Six density functionals are applied to the same cell of wurtzite ZnS, with every atom held in the same place. A positive pressure means that the cell is compressed for that functional and would expand if released; a negative one means that it would shrink. The stresses follow the same sign rule, with $xx$ and $yy$ in the hexagonal plane and $zz$ along the $c$ axis. Every row is a gapped, closed-shell state, so the functionals are compared on the same kind of solution. The rows are a selection: runs that failed or met a known fault of the program are left out, so the table need not show the full spread among functionals.

GPAW 26.7.0, plane-wave PAW DFT without spin polarisation, spin–orbit coupling or dispersion correction, for wurtzite ZnS (4-atom cell, atoms and cell fixed). All runs use a 6 × 6 × 3 k-point mesh and Fermi–Dirac smearing of 0.05 eV. Pressure and stress are positive in compression; zz is along the c axis.

| functional | potentials | wave cutoff | pressure (GPa) | stress xx (GPa) | stress zz (GPa) |
| --- | --- | --- | --- | --- | --- |
| LDA | JTH-PAW-2.0 | 600 eV | -4.420 | -3.930 | -5.410 |
| PBE | GPAW-PAW-data-sets-(gpaw-data-1.2.1) | 900 eV | 2.420 | 3.130 | 0.990 |
| PBEsol | PAW-data-sets-made-by gpaw-setup-for-the-functional | 600 eV | -1.290 | -0.660 | -2.550 |
| M06-L | GPAW-PAW-data-sets-(gpaw-data-1.2.1) | 600 eV | 2.370 | 3.440 | 0.230 |
| PW91 | PAW-data-sets-made-by gpaw-setup-for-the-functional | 600 eV | 1.980 | 2.660 | 0.620 |
| SOGGA | PAW-data-sets-made-by gpaw-setup-for-the-functional | 600 eV | -1.480 | -0.850 | -2.730 |

**(a) How large is each functional's own cell compared with the one used here, and does the pressure nearest to zero mark the most accurate functional?**

*Solution.* Think of a diatomic molecule held at a fixed bond length. If its natural bond is shorter, the atoms pull on the clamps; if it is longer, they push. The crystal in its fixed cell does the same, and the pressure reports the pull or push. The comparison holds for overall size only, since a molecule has one length while this crystal also has a shape and an inner arrangement of atoms.

LDA, SOGGA and PBEsol pull inwards, while PW91, M06-L and PBE push outwards. To turn a pressure into a size, divide it by the bulk modulus, for which I take a rough recalled value of 75 GPa. For LDA, $-4.42/75$ gives a volume about 6% smaller than the cell used, or edges about 2% shorter. For PBE the edges come out about 1% longer.

Zero pressure would mean only that a functional agrees with this particular cell. As far as I recall, measured cells of wurtzite ZnS differ by about 1% in volume, and the one used here lies at the small end. At the larger volume every pressure would therefore be lower by about $0.01\times75\approx0.8$ GPa. PBEsol, the nearest to zero in the table, would then lie farther from it than PW91, and the expansion by heat and zero-point motion is still missing. The table orders the functionals by the size of their cells, which is not a ranking by accuracy.

This matters to anyone who computes the stress in a strained sample. In this borrowed cell, each of the six functionals gives a mean pressure of more than 1 GPa in magnitude, inwards or outwards, before any strain is applied on purpose. The stress caused by the strain has to be counted from the functional's own relaxed cell.

**(b) Why do the functionals come in this order? Use the LDA and PBE rows to estimate the pressure for PBEsol.**

*Solution.* LDA treats each point of the crystal as a piece of uniform electron gas. Real density is uneven, and exchange lowers the energy of uneven density more than LDA allows. PBE, PBEsol, SOGGA and PW91 add this missing part through the reduced gradient $s$, which measures how fast the density changes relative to its own size.

The link with volume lies in the overlap between neighbouring atoms. There the two densities add up while their slopes oppose each other, so the total is higher and flatter than in the separate atoms, and $s$ is smaller. Bringing atoms together thus gives away part of the energy gained from the gradients, and moving them apart wins it back. A functional with a gradient correction therefore favours a larger cell than LDA does. This is the standard explanation of why LDA binds too tightly, and the signs in the table agree with it.

For small $s$ the correction to exchange can be written as

$$\Delta E=-\mu\,G(V),$$

where $\mu$ is the gradient coefficient of the functional and $G$ collects the unevenness of the density, which grows with the volume $V$. Since pressure is $-dE/dV$, the correction adds

$$\Delta P=\mu\,\frac{dG}{dV}>0 .$$

In the same cell the density hardly depends on the functional, so $dG/dV$ is nearly common to all. The pressure added by exchange should then be roughly proportional to $\mu$, and the estimate treats it as the whole gradient correction.

The coefficient is about 0.22 in PBE and $10/81$ in PBEsol, which is 56% of the PBE value. From LDA to PBE the pressure rises by $2.42+4.42=6.84$ GPa. PBEsol should make 56% of that step:

$$P\approx-4.42+0.56\times6.84\approx-0.6\ \text{GPa}.$$

The calculation gives $-1.29$ GPa. The LDA and PBE rows set the two ends of this estimate, whereas the PBEsol row played no part in it. The model puts PBEsol between them and on the inward-pulling side, as computed, but it makes the step from LDA too large by roughly a fifth.

One likely reason is that the model leaves out correlation, whose gradient term works against that of exchange. In PBE the two even cancel by construction where the density varies slowly, so the net effect must come from steeper regions. Scaling with $\mu$ is therefore a rule of thumb, not a derivation of the full pressure. PBEsol weakens the exchange term more than the correlation term, so the net correction shrinks by more than $\mu$ alone suggests. That has the right direction, but the table has no row that separates the two parts. The exchange correction also flattens out at larger $s$, which the model ignores; this is expected to work the other way, since it trims PBE more than PBEsol. The ends are also not perfectly matched: LDA uses a different family of potentials, and PBE has a higher cutoff. Too few plane waves are expected to make a cell seem to pull inwards more than it does, so the unequal cutoffs may add to the miss. For the LDA potentials there is also a general caution that the data set was cut short. It comes from the data makers' tests on other systems; the run itself converged and gave no warning. The sign of the LDA pressure is what its known overbinding leads us to expect; its exact value is less secure.

SOGGA offers a cleaner comparison. It has the same exchange coefficient as PBEsol and was run with the same cutoff and the same kind of potentials. The run also pairs it with the correlation of PBEsol, whereas SOGGA as published uses that of PBE. The two rows therefore differ only in how the exchange correction behaves away from small $s$. The two pressures differ by only 0.19 GPa, small beside the 3.13 GPa that separates PBEsol from LDA. Part of this agreement reflects the shared correlation, so it cannot be credited to the exchange coefficient alone, and the published SOGGA could lie farther from PBEsol. The estimate itself fits SOGGA somewhat worse than PBEsol, with a miss of 0.90 GPa against 0.71 GPa. PW91 shows where the coefficient alone would mislead. For vanishing $s$ it has the same exchange coefficient as PBEsol, but over most of the gradients that matter in solids its exchange correction is about as strong as that of PBE, and it lands near PBE. To place another functional of this family, then, ask first how strong its correction is at those gradients. The output below lists the estimate for PBEsol and SOGGA, with the LDA and PBE rows as its ends.

**(c) In every row the stress along $c$ is lower than in the plane, and M06-L shows the largest difference. Does this mean that the functionals want a cell of another shape?**

*Solution.* Not necessarily, because the atoms inside the cell are not at rest. In each run zinc and sulfur feel opposite forces along $c$, from about 0.30 eV/Å with LDA to 0.39 eV/Å with M06-L. If released, the two kinds of atom would shift against each other, and the stresses would change with them. Here the molecule of part (a) no longer helps, for it has no inner coordinate that could be left unrelaxed.

A rough estimate shows whether such forces can matter. The cell holds two Zn–S pairs in about 78 Å$^3$. Force times bond length, summed over the pairs and divided by the volume, gives a stress of a few GPa. The computed differences between plane and axis run from 1.48 GPa for LDA to 3.21 GPa for M06-L, which is the same order of magnitude. Moreover, the six functionals fall in the same order by force as by stress difference. The bond lengths point the same way. The shortest Zn–S contact is about 0.02 Å below the 2.335 Å that four equal bonds would have in this cell, so the bonds are unequal. If the long one lies along $c$, it is expected to pull inwards along that axis while the three short ones push outwards mainly in the plane, which is the sign found in every row. The unrelaxed atoms may thus account for much of the effect, but only a run with relaxed atoms could tell how much of it would remain.

The mean pressure should suffer far less. In zinc blende, the cubic relative of wurtzite, a shift of zinc against sulfur has a direction, while uniform compression has none; by symmetry the two do not couple to first order. Wurtzite is built from nearly the same tetrahedra, so the rule should hold approximately. The order explained in (b) can therefore stand even though the stress difference needs caution.

M06-L shows why the pressure alone can mislead. Its mean pressure is within 0.05 GPa of PBE, yet its stress along $c$ is only 0.23 GPa, against 0.99 GPa for PBE. The near-equal pressures are averages over different stresses. M06-L also depends on the kinetic-energy density of the electrons, so a single gradient coefficient does not describe it and the model of (b) does not apply.

The settings add a further doubt. The M06-L run uses potentials that were not generated for this functional, and M06-L is known to be sensitive to the integration grid. Its large stress difference may be partly an artefact. Nor can the order among PW91, M06-L and PBE be put down to the functionals, because potentials or cutoff change between these rows and no convergence test is at hand. What the table supports is the broader division: LDA pulls hardest, the two functionals with weak gradient corrections pull mildly, and the remaining three push outwards.

Printed output of the fit:

```
Pressure and rough offsets of the equilibrium cell:
     row  pressure_GPa  volume_offset_percent  length_offset_percent  pressure_at_measured_volume_GPa
     LDA         -4.42                 -5.893                 -1.964                            -5.17
     PBE          2.42                  3.227                  1.076                             1.67
  PBEsol         -1.29                  -1.72                -0.5733                            -2.04
   M06-L          2.37                   3.16                  1.053                             1.62
    PW91          1.98                   2.64                   0.88                             1.23
   SOGGA         -1.48                 -1.973                -0.6578                            -2.23
Stress difference and force along c:
     row  xx_minus_zz_GPa  force_eV_per_A
     LDA             1.48           0.296
     PBE             2.14           0.329
  PBEsol             1.89           0.313
   M06-L             3.21           0.392
    PW91             2.04           0.323
   SOGGA             1.88           0.312
Pressure step from LDA to PBE in GPa: 6.84
Pressure step from LDA to PBEsol in GPa: 3.13
Coefficient of PBEsol and SOGGA as percent of PBE: 56.12
Predicted pressure of PBEsol and SOGGA in GPa: -0.5816
Prediction less computed value for PBEsol in GPa: 0.7084
Prediction less computed value for SOGGA in GPa: 0.8984
PBEsol position on the way from LDA to PBE in percent: 45.76
SOGGA position on the way from LDA to PBE in percent: 42.98
PBEsol position on the way from LDA to PW91 in percent: 48.91
PBEsol less SOGGA in GPa: 0.19
PBE less PW91 in GPa: 0.44
PBE less M06-L in GPa: 0.05
Bond length if all four bonds were equal in A: 2.335
Order of magnitude of stress from the unrelaxed forces in GPa: 3.126
```
